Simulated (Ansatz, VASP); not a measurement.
This is a calculation of NiO for Ansatz 0.2.0.

input.yaml

```yaml
crystal:
  lattice:
    - [0.0, 2.0859016414, 2.0859016414]
    - [2.0859016414, 0.0, 2.0859016414]
    - [2.0859016414, 2.0859016414, 0.0]
  atoms:
    - { symbol: Ni, position: [0.0, 0.0, 0.0], spin: 1.0 }
    - { symbol: O, position: [0.5, 0.5, 0.5] }
hamiltonian:
  xc: revpbe
  pseudopotentials: { kind: paw }
magnetization:
  spin_polarized: true
kpoints:
  mp_grid: { grid: [11, 11, 11] }
  band_path:
    path:
      - [[0.0, 0.0, 0.0], [0.5, 0.0, 0.5], [0.5, 0.25, 0.75], [0.375, 0.375, 0.75], [0.0, 0.0, 0.0], [0.5, 0.5, 0.5], [0.625, 0.25, 0.625], [0.5, 0.25, 0.75], [0.5, 0.5, 0.5], [0.375, 0.375, 0.75]]
      - [[0.625, 0.25, 0.625], [0.5, 0.0, 0.5]]
    npoints: 14
scf:
  occupations: { method: fermi_dirac, width: 0.05 }
  n_extra_bands: 6
output:
  forces: true
  stress: true
  eigenvalues: true
  fatbands: false
```

Potentials or basis: Ansatz PAW.

Command:

```console
$ ansatz run input.yaml --threads 2 --pin off --max-ram 5632MiB --backend cpu --events-out ev --progress --plain --runs-dir out
```

Task: Translate it to VASP 6.6.1. Potentials there: VASP PAW PBE potentials, release 64 (Ni, O).

Result: As run (the cutoff follows the program's own potentials):

File INCAR:

```
PREC = Accurate
ENCUT = 520
EDIFF = 1E-7
ISMEAR = -1
SIGMA = 0.05
LREAL = False
LASPH = True
NELM = 150
ALGO = Normal
ISIF = 2
LWAVE = False
LCHARG = False
ISPIN = 2
MAGMOM = 1 0
LORBIT = 11
LMAXMIX = 4
GGA = RE
NBANDS = 19
```

KPOINTS

```
Automatic mesh
0
Gamma
  11 11 11
```

POSCAR

```
NiO
1.0
    0.0000000000      2.0859016414      2.0859016414
    2.0859016414      0.0000000000      2.0859016414
    2.0859016414      2.0859016414      0.0000000000
Ni O
1 1
Direct
    0.0000000000      0.0000000000      0.0000000000
    0.5000000000      0.5000000000      0.5000000000
```

Contents of KPOINTS_OPT:

```
path GXWKGLUWLK,UX
15
line-mode
reciprocal
 0.0000000000  0.0000000000  0.0000000000  G
 0.5000000000  0.0000000000  0.5000000000  X

 0.5000000000  0.0000000000  0.5000000000  X
 0.5000000000  0.2500000000  0.7500000000  W

 0.5000000000  0.2500000000  0.7500000000  W
 0.3750000000  0.3750000000  0.7500000000  K

 0.3750000000  0.3750000000  0.7500000000  K
 0.0000000000  0.0000000000  0.0000000000  G

 0.0000000000  0.0000000000  0.0000000000  G
 0.5000000000  0.5000000000  0.5000000000  L

 0.5000000000  0.5000000000  0.5000000000  L
 0.6250000000  0.2500000000  0.6250000000  U

 0.6250000000  0.2500000000  0.6250000000  U
 0.5000000000  0.2500000000  0.7500000000  W

 0.5000000000  0.2500000000  0.7500000000  W
 0.5000000000  0.5000000000  0.5000000000  L

 0.5000000000  0.5000000000  0.5000000000  L
 0.3750000000  0.3750000000  0.7500000000  K

 0.6250000000  0.2500000000  0.6250000000  U
 0.5000000000  0.0000000000  0.5000000000  X
```

Potentials or basis: VASP PAW PBE potentials, release 64 (Ni, O).

The run is started by

```console
$ cat potpaw_PBE.64/Ni/POTCAR potpaw_PBE.64/O/POTCAR > POTCAR
$ mpirun -np 1 vasp_std > vasp.out
```

Both were run:

|  | VASP | Ansatz | Ansatz less VASP |
| --- | --- | --- | --- |
| gap on the k mesh at the Fermi level (eV) | none | none | - |
| pressure (GPa) | 10.9 | 11.2 | +0.28 |
| net moment per atom (μB) | 0.89 | 0.90 | +0.016 |
| size of the moment on the site where the two differ most (μB) | 0.27 | 0.29 | +0.021 |

Site moments also hang on the region over which each program counts them. A gap of «none» marks a metal or a gap that the smearing closes. The two sets of potentials don't hold the same shells in valence.

Caveats: a cell with one magnetic atom can't hold antiferromagnetic order, which such compounds often take; semilocal functionals often make such compounds metallic where correlation or magnetic order opens a gap, which also shifts bond lengths; the PAW data sets were made with another functional, which shifts forces and pressure a little (VASP); the pressure holds a Pulay correction of +0.7 GPa for the finite cutoff (Ansatz); the PAW data sets come from PBE, with cores solved anew for the run's functional, which leaves a small shift of forces and pressure (Ansatz).
